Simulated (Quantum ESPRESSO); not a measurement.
# C (Fd-3m) in Quantum ESPRESSO: a series of runs

Aim: see how the results for C move with the level of theory and the settings. Levels: PBE, LDA, RPBE. Tasks: phonons.

Everything below comes from runs of Quantum ESPRESSO 7.5. Logs are shortened: lines on timing, memory, paths and dates and some standing lists are left out, and cuts for length are marked.

### Step 1. The crystal as given

Symmetry: Fd-3m, No. 227, cubic system. The conventional cell has a = 3.567 Å, b = 3.567 Å, c = 3.567 Å, α = 90.00°, β = 90.00°, γ = 90.00°. Around C (site symmetry -43m) lie 4 C at 1.54 Å.

This isn't the form of C at room conditions, which is graphite.

### Step 2. Phonons, PBE

Contents of pw.in:

```
&CONTROL
  calculation = 'scf'
  prefix = 'pwscf'
  outdir = './tmp'
  pseudo_dir = './pseudo'
  tprnfor = .true.
  tstress = .true.
  disk_io = 'low'
/
&SYSTEM
  ibrav = 0
  nat = 2
  ntyp = 1
  ecutwfc = 55
  ecutrho = 440
  nbnd = 9
  occupations = 'smearing'
  smearing = 'mp'
  degauss = 0.01999163
/
&ELECTRONS
  conv_thr = 4d-10
  electron_maxstep = 120
  mixing_beta = 0.5
/
ATOMIC_SPECIES
C     12.0110 C.pbe-n-kjpaw_psl.1.0.0.UPF
CELL_PARAMETERS angstrom
   0.0000000000    1.7833700000    1.7833700000
   1.7833700000    0.0000000000    1.7833700000
   1.7833700000    1.7833700000    0.0000000000
ATOMIC_POSITIONS crystal
C      0.7500000000    0.7500000000    0.7500000000
C      0.5000000000    0.5000000000    0.5000000000
K_POINTS automatic
13 13 13 0 0 0
```

Contents of relax.in:

```
&CONTROL
  calculation = 'vc-relax'
  prefix = 'pwscf'
  outdir = './tmp'
  pseudo_dir = './pseudo'
  tprnfor = .true.
  tstress = .true.
  disk_io = 'low'
  nstep = 40
  forc_conv_thr = 0.0001
  etot_conv_thr = 1d-06
/
&SYSTEM
  ibrav = 0
  nat = 2
  ntyp = 1
  ecutwfc = 55
  ecutrho = 440
  nbnd = 9
  occupations = 'smearing'
  smearing = 'mp'
  degauss = 0.01999163
/
&ELECTRONS
  conv_thr = 4d-10
  electron_maxstep = 120
  mixing_beta = 0.5
/
&IONS
  ion_dynamics = 'bfgs'
/
&CELL
  cell_dynamics = 'bfgs'
  press = 0
  press_conv_thr = 0.2
/
ATOMIC_SPECIES
C     12.0110 C.pbe-n-kjpaw_psl.1.0.0.UPF
CELL_PARAMETERS angstrom
   0.0000000000    1.7833700000    1.7833700000
   1.7833700000    0.0000000000    1.7833700000
   1.7833700000    1.7833700000    0.0000000000
ATOMIC_POSITIONS crystal
C      0.7500000000    0.7500000000    0.7500000000
C      0.5000000000    0.5000000000    0.5000000000
K_POINTS automatic
13 13 13 0 0 0
```

Contents of scf2.in:

```
&CONTROL
  calculation = 'scf'
  prefix = 'pwscf'
  outdir = './tmp'
  pseudo_dir = './pseudo'
  tprnfor = .true.
  tstress = .true.
  disk_io = 'low'
/
&SYSTEM
  ibrav = 0
  nat = 2
  ntyp = 1
  ecutwfc = 55
  ecutrho = 440
  nbnd = 9
  occupations = 'fixed'
/
&ELECTRONS
  conv_thr = 1d-13
  electron_maxstep = 120
  mixing_beta = 0.5
  startingpot = 'file'
  startingwfc = 'file'
/
ATOMIC_SPECIES
C     12.0110 C.pbe-n-kjpaw_psl.1.0.0.UPF
CELL_PARAMETERS angstrom
   0.0000000000    1.7860058774    1.7860058774
   1.7860058774    0.0000000000    1.7860058774
   1.7860058774    1.7860058774    0.0000000000
ATOMIC_POSITIONS crystal
C      0.7500000000    0.7500000000    0.7500000000
C      0.5000000000    0.5000000000    0.5000000000
K_POINTS automatic
13 13 13 0 0 0
```

Contents of ph.in:

```
phonons of C
&INPUTPH
  prefix = 'pwscf'
  outdir = './tmp'
  tr2_ph = 1d-16
  fildyn = 'dyn'
  niter_ph = 60
  alpha_mix(1) = 0.7
  epsil = .true.
/
0.0000000000 0.0000000000 0.0000000000
```

Contents of dynmat.in:

```
&INPUT
  fildyn = 'dyn'
  asr = 'crystal'
  lperm = .true.
  filout = 'dynmat.disp'
  fileig = 'dynmat.eig'
/
```

Contents of dynmat_lo.in:

```
&INPUT
  fildyn = 'dyn'
  asr = 'crystal'
  filout = 'dynmat_lo.disp'
  fileig = 'dynmat_lo.eig'
  q(1) = 0
  q(2) = 0
  q(3) = 1
/
```

Potentials or basis: SSSP 1.3 efficiency PBE.

Started as:

```console
$ OMP_NUM_THREADS=1 pw.x -in pw.in > pw.out
$ OMP_NUM_THREADS=1 pw.x -in relax.in > relax.out
$ OMP_NUM_THREADS=1 pw.x -in scf2.in > scf2.out
$ OMP_NUM_THREADS=1 ph.x -in ph.in > ph.out
$ OMP_NUM_THREADS=1 dynmat.x -in dynmat.in > dynmat.out
$ OMP_NUM_THREADS=1 dynmat.x -in dynmat_lo.in > dynmat_lo.out
```

pw.out:

```text
This program is part of the open-source Quantum ESPRESSO suite
     for quantum simulation of materials; please cite
         "P. Giannozzi et al., J. Phys.:Condens. Matter 21 395502 (2009);
         "P. Giannozzi et al., J. Phys.:Condens. Matter 29 465901 (2017);
         "P. Giannozzi et al., J. Chem. Phys. 152 154105 (2020);
     in publications or presentations arising from this work. More details at

     file C.pbe-n-kjpaw_psl.1.0.0.UPF: wavefunction(s)  2S 2P renormalized
     Message from routine setup:
     using ibrav=0 with symmetry is DISCOURAGED, use correct ibrav instead

     G-vector sticks info
     --------------------
     sticks:   dense  smooth     PW     G-vecs:    dense   smooth      PW
     Sum         685     349    121                11935     4279     869

     Using Slab Decomposition

     bravais-lattice index     =            0
     lattice parameter (alat)  =       4.7660  a.u.
     unit-cell volume          =      76.5510 (a.u.)^3
     number of atoms/cell      =            2
     number of atomic types    =            1
     number of electrons       =         8.00
     number of Kohn-Sham states=            9
     kinetic-energy cutoff     =      55.0000  Ry
     charge density cutoff     =     440.0000  Ry
     scf convergence threshold =      4.0E-10
     mixing beta               =       0.5000
     number of iterations used =            8  plain     mixing
     Exchange-correlation= SLA  PW   PBX  PBC
                           (   1   4   3   4   0   0   0)

     celldm(1)=   4.766014  celldm(2)=   0.000000  celldm(3)=   0.000000
     celldm(4)=   0.000000  celldm(5)=   0.000000  celldm(6)=   0.000000

     crystal axes: (cart. coord. in units of alat)
               a(1) = (   0.000000   0.707107   0.707107 )
               a(2) = (   0.707107   0.000000   0.707107 )
               a(3) = (   0.707107   0.707107   0.000000 )

     reciprocal axes: (cart. coord. in units 2 pi/alat)
               b(1) = ( -0.707107  0.707107  0.707107 )
               b(2) = (  0.707107 -0.707107  0.707107 )
               b(3) = (  0.707107  0.707107 -0.707107 )

     PseudoPot. # 1 for C  read from file:
     C.pbe-n-kjpaw_psl.1.0.0.UPF
     Pseudo is Projector augmented-wave + core cor, Zval =  4.0
     Generated using "atomic" code by A. Dal Corso  v.5.1
     Shape of augmentation charge: PSQ
     Using radial grid of 1073 points,  4 beta functions with:
                l(1) =   0
                l(2) =   0
                l(3) =   1
                l(4) =   1
     Q(r) pseudized with 0 coefficients

     atomic species   valence    mass     pseudopotential
     C                 4.00    12.01100     C ( 1.00)

     48 Sym. Ops., with inversion, found (24 have fractional translation)

   Cartesian axes

     site n.     atom                  positions (alat units)
         1        C      tau(   1) = (   1.0606602   1.0606602   1.0606602  )
         2        C      tau(   2) = (   0.7071068   0.7071068   0.7071068  )

     number of k points=    84  Methfessel-Paxton smearing, width (Ry)=  0.0200
                       cart. coord. in units 2pi/alat
        k(    1) = (   0.0000000   0.0000000   0.0000000), wk =   0.0009103
        k(    2) = (   0.0543928   0.0543928  -0.0543928), wk =   0.0072827
        k(    3) = (   0.1087857   0.1087857  -0.1087857), wk =   0.0072827
        k(    4) = (   0.1631785   0.1631785  -0.1631785), wk =   0.0072827
        k(    5) = (   0.2175713   0.2175713  -0.2175713), wk =   0.0072827
        k(    6) = (   0.2719641   0.2719641  -0.2719641), wk =   0.0072827
[... 76 lines left out ...]
        k(   83) = (   0.0000000  -0.4351426   0.6527140), wk =   0.0218480
        k(   84) = (  -0.0543928  -0.3807498   0.7071068), wk =   0.0218480

     Dense  grid:    11935 G-vectors     FFT dimensions: (  32,  32,  32)

     Smooth grid:     4279 G-vectors     FFT dimensions: (  24,  24,  24)

     Check: negative core charge=   -0.000002

     Initial potential from superposition of free atoms

     starting charge       7.9999, renormalised to       8.0000
     Starting wfcs are    8 randomized atomic wfcs +    1 random wfcs

     Self-consistent Calculation

     iteration #  1     ecut=    55.00 Ry     beta= 0.50
     Davidson diagonalization with overlap
     ethr =  1.00E-02,  avg # of iterations =  4.0

     total energy              =     -36.86810564 Ry
     estimated scf accuracy    <       0.11562644 Ry

     iteration #  2     ecut=    55.00 Ry     beta= 0.50
     Davidson diagonalization with overlap
     ethr =  1.45E-03,  avg # of iterations =  1.2

     total energy              =     -36.86578693 Ry
     estimated scf accuracy    <       0.01691535 Ry

     iteration #  3     ecut=    55.00 Ry     beta= 0.50
     Davidson diagonalization with overlap
     ethr =  2.11E-04,  avg # of iterations =  1.8

     total energy              =     -36.86727264 Ry
     estimated scf accuracy    <       0.00018471 Ry

     iteration #  4     ecut=    55.00 Ry     beta= 0.50
     Davidson diagonalization with overlap
     ethr =  2.31E-06,  avg # of iterations =  4.1

     total energy              =     -36.86730316 Ry
     estimated scf accuracy    <       0.00000742 Ry

     iteration #  5     ecut=    55.00 Ry     beta= 0.50
     Davidson diagonalization with overlap
     ethr =  9.27E-08,  avg # of iterations =  2.0

     total energy              =     -36.86730435 Ry
     estimated scf accuracy    <       0.00000018 Ry

     iteration #  6     ecut=    55.00 Ry     beta= 0.50
     Davidson diagonalization with overlap
     ethr =  2.26E-09,  avg # of iterations =  1.8

     total energy              =     -36.86730436 Ry
     estimated scf accuracy    <       0.00000003 Ry

     iteration #  7     ecut=    55.00 Ry     beta= 0.50
     Davidson diagonalization with overlap
     ethr =  3.54E-10,  avg # of iterations =  1.2

     End of self-consistent calculation

          k = 0.0000 0.0000 0.0000 (   531 PWs)   bands (ev):

    -8.1285  13.3515  13.3515  13.3515  18.9548  18.9548  18.9548  26.6827
    32.6420

          k = 0.0544 0.0544-0.0544 (   534 PWs)   bands (ev):

    -7.9647  12.2865  13.0728  13.0728  19.3196  19.3196  19.5826  26.8233
    32.9179

          k = 0.1088 0.1088-0.1088 (   537 PWs)   bands (ev):

    -7.4749  10.0176  12.4438  12.4438  20.1468  20.1468  20.6071  27.2319
    33.5316

          k = 0.1632 0.1632-0.1632 (   525 PWs)   bands (ev):

    -6.6650   7.4166  11.7622  11.7622  20.9837  20.9837  21.3686  27.8285
    33.9968

          k = 0.2176 0.2176-0.2176 (   528 PWs)   bands (ev):

    -5.5485   4.8149  11.1859  11.1859  21.5356  21.5356  21.8295  28.4354
    34.2107

          k = 0.2720 0.2720-0.2720 (   534 PWs)   bands (ev):

    -4.1634   2.3866  10.7814  10.7814  21.7687  21.7687  22.0836  28.8560
    34.5719
[... 371 lines left out ...]
          k = 0.0000-0.3264 0.5439 (   521 PWs)   bands (ev):

    -1.2003   3.0589   4.6741   7.5144  22.4658  23.4414  25.7504  28.1052
    31.9822

          k =-0.0544-0.4895 0.7071 (   517 PWs)   bands (ev):

    -0.0054   2.1033   5.5822   5.9699  20.8924  21.5189  27.4539  28.7842
    34.6529

          k = 0.0000-0.4351 0.6527 (   519 PWs)   bands (ev):

     0.8852   1.5420   4.5870   6.1479  21.4988  23.6014  26.8182  27.3891
    33.7488

          k =-0.0544-0.3807 0.7071 (   520 PWs)   bands (ev):

     0.5695   2.0192   4.7013   5.6809  23.5620  23.6450  25.4502  26.7503
    33.7377

     the Fermi energy is    15.6195 ev

!    total energy              =     -36.86730437 Ry
     total all-electron energy =      -152.395500 Ry
     estimated scf accuracy    <          5.1E-11 Ry
     smearing contrib. (-TS)   =       0.00000000 Ry
     internal energy E=F+TS    =     -36.86730437 Ry

     The total energy is F=E-TS. E is the sum of the following terms:
     one-electron contribution =       8.46916923 Ry
     hartree contribution      =       1.94020033 Ry
     xc contribution           =      -9.37638416 Ry
     ewald contribution        =     -25.57468850 Ry
     one-center paw contrib.   =     -12.32560127 Ry

     convergence has been achieved in   7 iterations

     Forces acting on atoms (cartesian axes, Ry/au):

     atom    1 type  1   force =     0.00000000    0.00000000    0.00000000
     atom    2 type  1   force =     0.00000000    0.00000000    0.00000000

     Total force =     0.000000     Total SCF correction =     0.000000

     Computing stress (Cartesian axis) and pressure

          total   stress  (Ry/bohr**3)                   (kbar)     P=       19.40
   0.00013190   0.00000000   0.00000000           19.40        0.00        0.00
  -0.00000000   0.00013190   0.00000000           -0.00       19.40        0.00
   0.00000000  -0.00000000   0.00013190            0.00       -0.00       19.40

=------------------------------------------------------------------------------=
   JOB DONE.
=------------------------------------------------------------------------------=
```

scf2.out:

```text
This program is part of the open-source Quantum ESPRESSO suite
     for quantum simulation of materials; please cite
         "P. Giannozzi et al., J. Phys.:Condens. Matter 21 395502 (2009);
         "P. Giannozzi et al., J. Phys.:Condens. Matter 29 465901 (2017);
         "P. Giannozzi et al., J. Chem. Phys. 152 154105 (2020);
[... 628 lines left out ...]
  -0.00000000  -0.00000003  -0.00000000           -0.00       -0.01       -0.00
  -0.00000000  -0.00000000  -0.00000003           -0.00       -0.00       -0.01

=------------------------------------------------------------------------------=
   JOB DONE.
=------------------------------------------------------------------------------=
```

It took 93 s on 1 thread of Arm Neoverse V2, shared host; peak memory 0.06 GiB.

Results:

```
Free energy                             : -501.6056 eV
Relaxed volume                          : 5.70 Å³/atom
Relaxed cell                            : a = 2.526 Å, b = 2.526 Å, c = 2.526 Å, α = 60.00°, β = 60.00°, γ = 60.00°
Space group after relaxing (to 0.05 Å)  : Fd-3m (No. 227)
Pressure after relaxing                 : 0.0 GPa
Band gap on the k mesh                  : 4.15 eV, indirect (least direct gap 5.59 eV)
Electronic dielectric tensor (diagonal) : 5.84
Born charges (mean of the diagonal)     : C +0.00 e
Highest phonon frequency at Γ           : 1289 cm⁻¹
Most unstable mode                      : 35i cm⁻¹
Static dielectric tensor (diagonal)     : 5.84
```

Step by step:
```
step  energy change (eV)  largest force (eV/Å)  pressure (GPa)  volume (Å³)
   1              0.0000                0.0000            1.94        11.34
   2              0.0002                0.0000           -2.34        11.46
   3             -0.0003                0.0000            0.00        11.39
   4             -0.0003                0.0000            0.00        11.39
```

Final structure:
```
C
1.0
     0.00000    1.78601    1.78601
     1.78601    0.00000    1.78601
     1.78601    1.78601    0.00000
C
2
Direct
  0.75000 0.75000 0.75000
  0.50000 0.50000 0.50000
```

Phonon frequencies in cm⁻¹ (negative: imaginary):
```
              q point                 frequencies
(0.000, 0.000, 0.000)  -35 -35 -35 1289 1289 1289
```

Electronic dielectric tensor:
```
5.84 0.00 0.00
0.00 5.84 0.00
0.00 0.00 5.84
```

Born effective charge tensors (e):
atom 1, C
```
0.00 0.00 0.00
0.00 0.00 0.00
0.00 0.00 0.00
```
atom 2, C
```
0.00 0.00 0.00
0.00 0.00 0.00
0.00 0.00 0.00
```

Optical modes at Γ, degenerate ones joined, polar ones without the macroscopic field:
```tsv
cm⁻¹	components	symmetry	active in	IR intensity, summed ((D/Å)²/amu)
1289	3	T2g	Raman	0.00
```

Static dielectric tensor, electrons and zone-centre modes:
```
5.84 0.00 0.00
0.00 5.84 0.00
0.00 0.00 5.84
```

Caveat: this smearing can shift energies of a crystal with a gap; before the sum rule the acoustic modes lie tens of cm⁻¹ from zero, a sign that the density grid also shifts the optical modes; on a mesh that holds Γ this program's dielectric tensor can be off by some percent beyond the error of the mesh; an odd mesh through Γ misses points on the zone boundary, where band edges often lie.

(Continued in part 2 of 4.)
